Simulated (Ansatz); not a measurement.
Cost and result for the atomization energy of C$_{3}$H$_{6}$O (`C[C](C)[O]`) (triplet) (10 atoms, 9 bonds).

Cartesian coordinates in Å:
```
C -1.0862 -0.1521 -0.7055
C -0.2814 0.3046 0.4803
C 1.1522 -0.1356 0.5957
O -0.4619 1.5748 0.7748
H -2.1345 0.1305 -0.5999
H -0.7066 0.2820 -1.6422
H -1.0230 -1.2392 -0.7735
H 1.1919 -1.2230 0.5144
H 1.5762 0.1581 1.5569
H 1.7735 0.2998 -0.2008
```

Total charge 0; spin multiplicity 3. The structure was optimised at the PBE0-D4/def2-TZVP level. Program: Ansatz. All runs use 4 threads of an Intel Xeon Platinum 8259CL on a shared host. Times are those of one run each, without the atoms' runs, and a repeat can differ threefold. Electronic energies, without spin–orbit coupling; frozen cores. CCSD(T)/CBS adds CCSD(T) − MP2 in def2-TZVPP to the MP2 limit, and its time is that of the two runs behind it. T1 = 0.022; ⟨S²⟩ of the reference is 2.02.

CCSD(T)/CBS is a level of theory with its own doubt, some kJ/mol a heavy atom from the limit and from the frozen cores, so smaller differences don't rank the functionals.

```tsv
level	functions	wall time
LDA (SPW92)/def2-TZVPP	208	2.6 s
PBE0-D4/def2-TZVPP	208	4.6 s
CAM-B3LYP-D4/def2-TZVPP	208	5.5 s
r2SCAN-D4/def2-TZVPP (with forces)	208	6.5 s
B2PLYP/def2-TZVPP	208	8.5 s
CCSD(T)/def2-SVP	86	9.5 s
PBE-QIDH/def2-TZVPP	208	9.5 s
B97M-V/def2-TZVPP	208	11 s
ωB97X-V/def2-TZVPP	208	12 s
ωB97M-V/def2-TZVPP (with forces)	208	20 s
MP2/def2-QZVPP	408	40 s
CCSD(T)/def2-TZVPP	208	3.4 min
CCSD(T)/CBS(def2)	–	4.1 min
```

(1) What atomization energy does each give, and how far from CCSD(T)/CBS? (Best estimate.)

## Answers

(1) The calculation gave: 
| level | atomization (kcal/mol) | difference from CCSD(T)/CBS | per bond |
| --- | --- | --- | --- |
| LDA (SPW92)/def2-TZVPP | 1038.0 | 143.3 | 15.9 |
| PBE0-D4/def2-TZVPP | 909.4 | 14.7 | 1.6 |
| CAM-B3LYP-D4/def2-TZVPP | 906.7 | 12.0 | 1.3 |
| r2SCAN-D4/def2-TZVPP (with forces) | 909.9 | 15.2 | 1.7 |
| B2PLYP/def2-TZVPP | 890.9 | -3.8 | -0.4 |
| CCSD(T)/def2-SVP | 859.7 | -35.0 | -3.9 |
| PBE-QIDH/def2-TZVPP | 895.8 | 1.1 | 0.1 |
| B97M-V/def2-TZVPP | 903.5 | 8.8 | 1.0 |
| ωB97X-V/def2-TZVPP | 901.2 | 6.5 | 0.7 |
| ωB97M-V/def2-TZVPP (with forces) | 900.7 | 6.0 | 0.7 |
| MP2/def2-QZVPP | 892.4 | -2.3 | -0.3 |
| CCSD(T)/def2-TZVPP | 874.5 | -20.2 | -2.2 |
| CCSD(T)/CBS(def2) | 894.7 | 0.0 | 0.0 |

From BLYP to BHLYP (50 % exact exchange), in def2-TZVPP and without D4, the atomization energy moves by −23.2 kcal/mol: exact exchange takes away binding that semilocal exchange gives to molecules. In def2-TZVPP, CCSD(T) changes the Hartree–Fock value by +206.9 kcal/mol (the triples alone add +11.7 kcal/mol) and MP2 by +212.8 kcal/mol; breaking electron pairs costs correlation energy, which Hartree–Fock lacks. The D4 term adds +5.3 kcal/mol with B3LYP and +2.8 kcal/mol with PBE0; it sums over pairs of atoms, weighted by their polarisabilities, and B3LYP, whose exchange is more repulsive, gets the larger term.

B3LYP here is the variant with VWN-RPA as its local correlation; programs differ in this.
